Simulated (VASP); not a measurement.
The system is GaAs.

```xyz
2
Lattice="0.0000 2.8314 2.8314 2.8314 0.0000 2.8314 2.8314 2.8314 0.0000" Properties=species:S:1:pos:R:3 pbc="T T T"
Ga    0.0000    0.0000    0.0000
As    1.4157    1.4157    1.4157
```

Base run:

| Quantity | Value |
| --- | --- |
| Program | VASP 6.6.1 |
| Functional | PBEsol |
| Potentials or basis | VASP PAW PBE potentials, release 64 (Ga_d, As) |
| Cutoff | 520 eV |
| k mesh | 10 × 10 × 10 |
| Occupations | gaussian, width 0.03 eV |
| Spin | no spin polarisation |

Its results: band gap on the k mesh 0.42 eV, direct; pressure -0.1 GPa.

Question: The run is repeated on the same cell with these changes: functional from PBEsol to LDA; potentials or basis from VASP PAW PBE potentials, release 64 (Ga_d, As) to VASP PAW LDA potentials, release 64 (Ga_d, As). What comes out?

Answer: Band gap on the k mesh 0.30 eV, direct; pressure -2.0 GPa.

Caveats: the PAW data sets were made with another functional, which shifts forces and pressure a little (some runs).
